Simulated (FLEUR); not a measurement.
# Pb (Fm-3m) in FLEUR: notebook

One crystal, Pb, is run at these levels: RPBE; tasks: band structure, equation of state.

Everything below comes from runs of FLEUR MaX-R8.1 (later development tree). Logs are shortened: lines on timing, memory, paths and dates and some standing lists are left out, and cuts for length are marked.

## (1) The crystal as given

The structure is cubic, space group Fm-3m (No. 225). Conventional cell: a = 4.950 Å, b = 4.950 Å, c = 4.950 Å, α = 90.00°, β = 90.00°, γ = 90.00°. Pb (site symmetry m-3m) has 12 Pb at 3.50 Å as nearest neighbours.

## (2) Band structure, RPBE

File inp.xml:

```xml
<?xml version="1.0" encoding="UTF-8" standalone="no"?>
<fleurInput fleurInputVersion="0.39">
   <comment>
      Pb                                                                                                  
   </comment>
   <calculationSetup>
      <cutoffs Kmax="4.1" Gmax="12.7" GmaxXC="12.7" numbands="0"/>
      <scfLoop itmax="60" minDistance="0.00001" maxIterBroyd="15" imix="Anderson" alpha="0.05" precondParam="0.0" spinf="2.0" sdNocoIR="T"/>
      <coreElectrons ctail="T" frcor="F" kcrel="0" coretail_lmax="0"/>
      <xcFunctional name="Rpbe" relativisticCorrections="F"/>
      <magnetism jspins="1"/>
      <soc l_soc="F" theta="0.0" phi="0.0" spav="F"/>
      <expertModes spex="0" secvar="F"/>
      <geometryOptimization l_f="F" forcealpha="1.0" forcemix="BFGS" epsdisp="0.00001" epsforce="0.00001"/>
      <ldaU l_linMix="F" mixParam="0.05" spinf="1.0"/>
   </calculationSetup>
   <cell>
      <bzIntegration valenceElectrons="20.0" mode="hist" fermiSmearingEnergy="0.00183747">
         <kPointListSelection listName="default-1"/>
         <!-- k-points included here -->
         <xi:include xmlns:xi="http://www.w3.org/2001/XInclude" href="kpts.xml"> </xi:include>
      </bzIntegration>
      <!-- symmetry operations included here -->
      <xi:include xmlns:xi="http://www.w3.org/2001/XInclude" href="sym.xml"> </xi:include>
      <bulkLattice scale="1.0">
         <bravaisMatrix>
            <row-1>    0.0000000000000000     4.6771099529074922     4.6771099529074922</row-1>
            <row-2>    4.6771099529074922     0.0000000000000000     4.6771099529074922</row-2>
            <row-3>    4.6771099529074922     4.6771099529074922     0.0000000000000000</row-3>
         </bravaisMatrix>
      </bulkLattice>
   </cell>
   <atomSpecies>
      <species name="Lead (Pb)" element="Pb" atomicNumber="82">
         <mtSphere radius="2.66" gridPoints="879" logIncrement="0.015"/>
         <atomicCutoffs lmax="11" lnonsphr="8"/>
         <electronConfig flipSpins="F">
            <coreConfig>(1s1/2) (2s1/2) (2p1/2) (2p3/2) (3s1/2) (3p1/2) (3p3/2) (4s1/2) (3d3/2) (3d5/2) (4p1/2) (4p3/2) (4d3/2) (4d5/2) (4f5/2) (4f7/2) (5s1/2)</coreConfig>
            <valenceConfig>(5p1/2) (5p3/2) (6s1/2) (5d3/2) (5d5/2) (6p1/2) (6p3/2)</valenceConfig>
            <stateOccupation state="(6p1/2)" spinUp="0.333333" spinDown="0.333333"/>
            <stateOccupation state="(6p3/2)" spinUp="0.666667" spinDown="0.666667"/>
         </electronConfig>
         <energyParameters s="6" p="6" d="5" f="5"/>
         <lo type="SCLO" l="1" n="5" eDeriv="0"/>
         <lo type="SCLO" l="1" n="5" eDeriv="1"/>
         <lo type="SCLO" l="0" n="6" eDeriv="2"/>
         <lo type="SCLO" l="2" n="5" eDeriv="2"/>
         <lo type="SCLO" l="3" n="5" eDeriv="2"/>
      </species>
   </atomSpecies>
   <atomGroups>
      <atomGroup species="Lead (Pb)">
         <relPos label="                   1">.0000000000 .0000000000 .0000000000</relPos>
         <force calculate="T" relaxXYZ="TTT"/>
      </atomGroup>
   </atomGroups>
   <output dos="F" band="F" slice="F">
      <checks vchk="F" cdinf="F"/>
      <bandDOS minEnergy="-.5*Htr" maxEnergy="0.5*Htr" sigma="0.015" storeEVData="T"/>
      <vacuumDOS vacdos="F" integ="F" star="F" nstars="0" locx1="0.0" locy1="0.0" locx2="0.0" locy2="0.0" nstm="0" tworkf="0.0"/>
      <unfoldingBand unfoldBand="F" supercellX="1" supercellY="1" supercellZ="1"/>
      <plotting iplot="0" polar="F">
         <plot TwoD="T" vec1="  1.0  0.0  0.0" vec2="  0.0  1.0  0.0" vec3="  0.0  0.0  1.0" zero="  0.0  0.0  0.0" file="plot"/>
      </plotting>
      <chargeDensitySlicing numkpt="0" minEigenval="0.0" maxEigenval="0.0" nnne="0" pallst="F"/>
      <specialOutput eonly="F"/>
      <moessbauerParams electricFieldGradient="T" isomerShift="T" coreHyperfine="T" valenceHyperfine="T"/>
      <magneticCircularDichroism mcd="F" energyLo="-10.0" energyUp="0.0"/>
   </output>
  <!-- We include the file relax.xml here to enable relaxations (see documentation) -->
  <xi:include xmlns:xi="http://www.w3.org/2001/XInclude" href="relax.xml"> <xi:fallback/> </xi:include>
</fleurInput>
```

File crystal.txt:

```
Pb
&input cartesian=F /
0.0000000000  2.4750200000  2.4750200000
2.4750200000  0.0000000000  2.4750200000
2.4750200000  2.4750200000  0.0000000000
1.8897261246
1.0 1.0 1.0

1
82 0.0000000000  0.0000000000  0.0000000000

&kpt div1=9 div2=9 div3=9 gamma=T /
```

File inp.xml (bands):

```
<?xml version="1.0" encoding="UTF-8" standalone="no"?>
<fleurInput fleurInputVersion="0.39">
   <comment>
      Pb                                                                                                  
   </comment>
   <calculationSetup>
      <cutoffs Kmax="4.1" Gmax="12.7" GmaxXC="12.7" numbands="0"/>
      <scfLoop itmax="60" minDistance="0.00001" maxIterBroyd="15" imix="Anderson" alpha="0.05" precondParam="0.0" spinf="2.0" sdNocoIR="T"/>
      <coreElectrons ctail="T" frcor="F" kcrel="0" coretail_lmax="0"/>
      <xcFunctional name="Rpbe" relativisticCorrections="F"/>
      <magnetism jspins="1"/>
      <soc l_soc="F" theta="0.0" phi="0.0" spav="F"/>
      <expertModes spex="0" secvar="F"/>
      <geometryOptimization l_f="F" forcealpha="1.0" forcemix="BFGS" epsdisp="0.00001" epsforce="0.00001"/>
      <ldaU l_linMix="F" mixParam="0.05" spinf="1.0"/>
   </calculationSetup>
   <cell>
      <bzIntegration valenceElectrons="20.0" mode="hist" fermiSmearingEnergy="0.00183747">
         <kPointListSelection listName="path-1"/>
         <!-- k-points included here -->
         <xi:include xmlns:xi="http://www.w3.org/2001/XInclude" href="kpts.xml"> </xi:include>
      </bzIntegration>
      <!-- symmetry operations included here -->
      <xi:include xmlns:xi="http://www.w3.org/2001/XInclude" href="sym.xml"> </xi:include>
      <bulkLattice scale="1.0">
         <bravaisMatrix>
            <row-1>    0.0000000000000000     4.6771099529074922     4.6771099529074922</row-1>
            <row-2>    4.6771099529074922     0.0000000000000000     4.6771099529074922</row-2>
            <row-3>    4.6771099529074922     4.6771099529074922     0.0000000000000000</row-3>
         </bravaisMatrix>
      </bulkLattice>
   </cell>
   <atomSpecies>
      <species name="Lead (Pb)" element="Pb" atomicNumber="82">
         <mtSphere radius="2.66" gridPoints="879" logIncrement="0.015"/>
         <atomicCutoffs lmax="11" lnonsphr="8"/>
         <electronConfig flipSpins="F">
            <coreConfig>(1s1/2) (2s1/2) (2p1/2) (2p3/2) (3s1/2) (3p1/2) (3p3/2) (4s1/2) (3d3/2) (3d5/2) (4p1/2) (4p3/2) (4d3/2) (4d5/2) (4f5/2) (4f7/2) (5s1/2)</coreConfig>
            <valenceConfig>(5p1/2) (5p3/2) (6s1/2) (5d3/2) (5d5/2) (6p1/2) (6p3/2)</valenceConfig>
            <stateOccupation state="(6p1/2)" spinUp="0.333333" spinDown="0.333333"/>
            <stateOccupation state="(6p3/2)" spinUp="0.666667" spinDown="0.666667"/>
         </electronConfig>
         <energyParameters s="6" p="6" d="5" f="5"/>
         <lo type="SCLO" l="1" n="5" eDeriv="0"/>
         <lo type="SCLO" l="1" n="5" eDeriv="1"/>
         <lo type="SCLO" l="0" n="6" eDeriv="2"/>
         <lo type="SCLO" l="2" n="5" eDeriv="2"/>
         <lo type="SCLO" l="3" n="5" eDeriv="2"/>
      </species>
   </atomSpecies>
   <atomGroups>
      <atomGroup species="Lead (Pb)">
         <relPos label="                   1">.0000000000 .0000000000 .0000000000</relPos>
         <force calculate="T" relaxXYZ="TTT"/>
      </atomGroup>
   </atomGroups>
   <output dos="F" band="T" slice="F">
      <checks vchk="F" cdinf="F"/>
      <bandDOS minEnergy="-.5*Htr" maxEnergy="0.5*Htr" sigma="0.015" storeEVData="T"/>
      <vacuumDOS vacdos="F" integ="F" star="F" nstars="0" locx1="0.0" locy1="0.0" locx2="0.0" locy2="0.0" nstm="0" tworkf="0.0"/>
      <unfoldingBand unfoldBand="F" supercellX="1" supercellY="1" supercellZ="1"/>
      <plotting iplot="0" polar="F">
         <plot TwoD="T" vec1="  1.0  0.0  0.0" vec2="  0.0  1.0  0.0" vec3="  0.0  0.0  1.0" zero="  0.0  0.0  0.0" file="plot"/>
      </plotting>
      <chargeDensitySlicing numkpt="0" minEigenval="0.0" maxEigenval="0.0" nnne="0" pallst="F"/>
      <specialOutput eonly="F"/>
      <moessbauerParams electricFieldGradient="T" isomerShift="T" coreHyperfine="T" valenceHyperfine="T"/>
      <magneticCircularDichroism mcd="F" energyLo="-10.0" energyUp="0.0"/>
   </output>
  <!-- We include the file relax.xml here to enable relaxations (see documentation) -->
  <xi:include xmlns:xi="http://www.w3.org/2001/XInclude" href="relax.xml"> <xi:fallback/> </xi:include>
</fleurInput>
```

Potentials or basis: all-electron, FLAPW.

Launch:

```bash
$ inpgen -f crystal.txt -profile fastHighL
$ # inp.xml edited to the form shown
$ fleur_MPI
$ fleur_MPI   # second run, on inp.xml (bands)
```

The program printed:

```text
Welcome to FLEUR        (www.flapw.de)
      MaX-Release 8.1          (www.max-centre.eu)

 ========== k-point set info ==========
 Selected k-point list: default-1
 k-point list type: mesh
 9 x 9 x 9
 Number of k points: 35

 ------------Calculation Setup---------------------------
 Number of MPI-tasks      :            1
 Number of PE/node        :            1
 Number of OMP-threads    :            1
 Most efficient MPI parallelization for:
           1           5           7          35
 Additional eigenvalue parallelization possible
 Number of basis functions:          294
 Approximate size of matrices (H+S) per k-point:         0.001 GB
 --------------------------------------------------------
 Iteration:     1   Distance:      10.75950085 me/bohr^3
 Iteration:     2   Distance:      10.12381004 me/bohr^3
 Iteration:     3   Distance:       3.23767848 me/bohr^3
 Iteration:     4   Distance:       0.25440808 me/bohr^3
 Iteration:     5   Distance:       0.25527734 me/bohr^3
 Iteration:     6   Distance:       0.05232679 me/bohr^3
 Iteration:     7   Distance:       0.00598347 me/bohr^3
 Iteration:     8   Distance:       0.00621848 me/bohr^3
 Iteration:     9   Distance:       0.00059532 me/bohr^3
 Iteration:    10   Distance:       0.00017100 me/bohr^3
 Iteration:    11   Distance:       0.00002880 me/bohr^3
 Iteration:    12   Distance:       0.00000120 me/bohr^3

 ********************************************************************
 Run finished successfully
 Stop message:
   all done
 ********************************************************************
```

output (bands):

```text
Welcome to FLEUR        (www.flapw.de)
      MaX-Release 8.1          (www.max-centre.eu)

 ========== k-point set info ==========
 Selected k-point list: path-1
 k-point list type: path
 Number of k points: 60

 ------------Calculation Setup---------------------------
 Number of MPI-tasks      :            1
 Number of PE/node        :            1
 Number of OMP-threads    :            1
 Most efficient MPI parallelization for:
           1           2           3           4           5           6          10          12          15          20          30          60
 Additional eigenvalue parallelization possible
 Number of basis functions:          294
 Approximate size of matrices (H+S) per k-point:         0.001 GB
 --------------------------------------------------------
 Fermi energy correction for metals:
 Fermi energy in bands.* files may not be consistent with last density.
 Please correct it manually (e.g. in band.gnu file).

 Note: Band structure data (together with different weights) is also stored in the banddos.hdf file.
       A convenient way of extracting and plotting the data from that file is by making use of the

 ********************************************************************
 Run finished successfully
 Stop message:
   Charge density postprocessing done.
 ********************************************************************
```

out.xml (last iteration):

```text
<iteration numberForCurrentRun="   12" overallNumber="   12">
         <energyParameters units="Htr">
            <atomicEP atomType="1" spin="1" branch="6s" branchLowest="-4.82" branchHighest="0.63" value="-0.0082701696"/>
            <atomicEP atomType="1" spin="1" branch="6p" branchLowest="-2.68" branchHighest="1.46" value="0.2696084307"/>
            <atomicEP atomType="1" spin="1" branch="5d" branchLowest="-14.27" branchHighest="-0.25" value="-0.2771259155"/>
            <atomicEP atomType="1" spin="1" branch="5f" branchLowest="-4.40" branchHighest="1.91" value="0.6074130728"/>
            <loAtomicEP atomType="1" spin="1" branch="5p" branchLowest="-23.21" branchHighest="-2.68" value="-2.7456450539"/>
            <loAtomicEP atomType="1" spin="1" branch="5p" branchLowest="-23.21" branchHighest="-2.68" value="-2.7456450539"/>
            <loAtomicEP atomType="1" spin="1" branch="6s" branchLowest="-4.82" branchHighest="0.63" value="-0.0082701696"/>
            <loAtomicEP atomType="1" spin="1" branch="5d" branchLowest="-14.27" branchHighest="-0.25" value="-0.3086086768"/>
            <loAtomicEP atomType="1" spin="1" branch="5f" branchLowest="-4.40" branchHighest="1.91" value="0.6074003044"/>
         </energyParameters>
         <eigenvalues>
            <eigenvaluesAt spin="1" ikpt="1" k_x="0.00000000" k_y="0.00000000" k_z="0.00000000">
                      -2.6811408124       -2.6811408124       -2.6811408124       -0.3163433134       -0.3163433134
                      -0.3163433134       -0.3111919807       -0.3111919807       -0.1181159900        0.5880170465
                       0.5880170465        0.5880170465        0.6676632306        0.7300689051        0.7697110945
                       0.7697110945
            </eigenvaluesAt>
            <eigenvaluesAt spin="1" ikpt="2" k_x="0.00000000" k_y="0.00000000" k_z="0.11111111">
                      -2.6811542236       -2.6811430766       -2.6811430766       -0.3163637403       -0.3157386036
                      -0.3157386036       -0.3111927868       -0.3111927868       -0.1093385403        0.4997281775
                       0.5773790748        0.5773790748        0.6539262076        0.7650454729        0.7886912321
                       0.7886912321
            </eigenvaluesAt>
            <eigenvaluesAt spin="1" ikpt="3" k_x="0.00000000" k_y="0.00000000" k_z="0.22222222">
                      -2.6811889550       -2.6811494234       -2.6811494234       -0.3165539521       -0.3150213189
                      -0.3150213189       -0.3103688801       -0.3103688801       -0.0830601497        0.3715716354
                       0.5549988630        0.5549988630        0.6419059545        0.7465451203        0.7748058265
[... 40 lines left out ...]
            <totalCharge value="82.0000000011"/>
         </allElectronCharges>
         <moessbauerParams unitsHFF="kG" unitsIS="e/bohr^3" unitsEFG="Htr/bohr^2">
            <coreIsomerShift atomType="1" isTotal="2994733.33471">
               <shell n="1" l="0" isomerShift="2459793.78819"/>
               <shell n="2" l="0" isomerShift="379654.92595"/>
               <shell n="2" l="1" isomerShift="30121.40790"/>
               <shell n="3" l="0" isomerShift="87814.22963"/>
               <shell n="3" l="1" isomerShift="7822.08133"/>
               <shell n="4" l="0" isomerShift="22701.02368"/>
               <shell n="3" l="2" isomerShift="0.00328"/>
               <shell n="4" l="1" isomerShift="1997.51109"/>
               <shell n="4" l="2" isomerShift="0.00091"/>
               <shell n="4" l="3" isomerShift="0.00000"/>
               <shell n="5" l="0" isomerShift="4828.36276"/>
            </coreIsomerShift>
            <isomerShift atomType="1" nucleusRadius="0.0001398" averageDensity="2995284.35333"/>
            <electricFieldGradient atomType="1" VXX="0.00000" VYY="0.00000" VZZ="0.00000" asymParam="0.00000">
            </electricFieldGradient>
         </moessbauerParams>
         <totalEnergy                                    value="   -20928.8373803349" units="Htr">
            <sumOfEigenvalues                            value="   -12937.7413741263">
               <coreElectrons value="-12919.0289446878"/>
               <valenceElectrons value="-18.7124294385"/>
            </sumOfEigenvalues>
            <densityCoulombPotentialIntegral value="-36798.3160239047"/>
            <densityEffectivePotentialIntegral value="-37306.8638743767"/>
            <chargeDenXCDenIntegral value="-390.8926231395"/>
            <FockExchangeEnergyValence value="0.0000000000"/>
            <FockExchangeEnergyCore value="0.0000000000"/>
            <atomTypeDependentContributions atomType="1">
               <electronNucleiInteractionDifferentMTs value="26467.0352081237"/>
               <MadelungTerm value="-40.8740373698"/>
            </atomTypeDependentContributions>
            <tkbTimesEntropy value="0.0001143473"/>
            <freeEnergy value="-20928.8374946822"/>
            <extrapolationTo0K value="-20928.8374375086"/>
         </totalEnergy>
         <densityConvergence units="me/bohr^3">
            <chargeDensity spin="1" distance="0.0000011992"/>
         </densityConvergence>
      </iteration>
```

Wall time 16 s (1 thread of Intel Xeon Platinum 8375C at 2.90GHz (Ice Lake), shared host); peak memory 0.08 GiB.

What came out:

```
Free energy                                           : -569502.6807 eV
Band gap along the path                               : none (metal or under the smearing width)
Valence electrons inside the program's atomic spheres : Pb 18.01 (radii Pb 2.66 bohr)
```

Levels at the corners of the path, in eV from the Fermi level:
| point | band 7 | band 8 | band 9 | band 10 | band 11 | band 12 | band 13 | band 14 |
| --- | --- | --- | --- | --- | --- | --- | --- | --- |
| Γ | -16.82 | -16.82 | -11.57 | 7.65 | 7.65 | 7.65 | 9.81 | 11.51 |
| X | -16.65 | -16.65 | -6.47 | -3.14 | 2.22 | 2.22 | 5.49 | 6.71 |
| W | -16.78 | -16.65 | -6.36 | -1.24 | -1.24 | 0.40 | 11.04 | 12.26 |
| K | -16.76 | -16.70 | -6.55 | -2.15 | -1.09 | 3.15 | 6.57 | 11.47 |
| Γ | -16.82 | -16.82 | -11.57 | 7.65 | 7.65 | 7.65 | 9.81 | 11.51 |
| L | -16.69 | -16.69 | -7.90 | -4.08 | 5.79 | 5.79 | 9.32 | 9.58 |
| U | -16.76 | -16.70 | -6.55 | -2.15 | -1.09 | 3.15 | 6.57 | 11.47 |
| W | -16.78 | -16.65 | -6.36 | -1.24 | -1.24 | 0.40 | 11.04 | 12.26 |
| L | -16.69 | -16.69 | -7.90 | -4.08 | 5.79 | 5.79 | 9.32 | 9.58 |
| K | -16.76 | -16.70 | -6.55 | -2.15 | -1.09 | 3.15 | 6.57 | 11.47 |
| U | -16.76 | -16.70 | -6.55 | -2.15 | -1.09 | 3.15 | 6.57 | 11.47 |
| X | -16.65 | -16.65 | -6.47 | -3.14 | 2.22 | 2.22 | 5.49 | 6.71 |

Core levels (eV from the Fermi level):
```tsv
atom	levels
1 Pb	1s1/2 -87979.5, 2s1/2 -15718.8, 2p1/2 -15090.1, 2p3/2 -12900.8, 3s1/2 -3769.8, 3p1/2 -3487.1, 3p3/2 -2998.5, 4s1/2 -850.8, 3d3/2 -2536.1, 3d5/2 -2432.1, 4p1/2 -728.5, 4p3/2 -608.9, 4d3/2 -410.4, 4d5/2 -388.0, 4f5/2 -131.1, 4f7/2 -126.1, 5s1/2 -139.5
```

Caveat: spin-orbit coupling is left out, which moves the levels of the heavy elements.

## (3) Equation of state, RPBE, 28.50 Å³/atom (volume scaled by 0.94)

Edit inp.xml of step 2 so:

```diff
@@ -24,3 +24,3 @@
       <xi:include xmlns:xi="http://www.w3.org/2001/XInclude" href="sym.xml"> </xi:include>
-      <bulkLattice scale="1.0">
+      <bulkLattice scale="0.9795861087">
          <bravaisMatrix>
```

Potentials or basis: all-electron, FLAPW.

Launch:

```bash
$ inpgen -f crystal.txt -profile fastHighL
$ # inp.xml edited to the form shown
$ fleur_MPI
```

Wall time 12 s (1 thread of Intel Xeon Platinum 8375C at 2.90GHz (Ice Lake), shared host); peak memory 0.08 GiB.

The run converged. Its results:

```
Free energy                                           : -569502.6155 eV
Band gap on the k mesh                                : none (metal or under the smearing width)
Valence electrons inside the program's atomic spheres : Pb 18.05 (radii Pb 2.66 bohr)
```

[end of part 1 of 2]
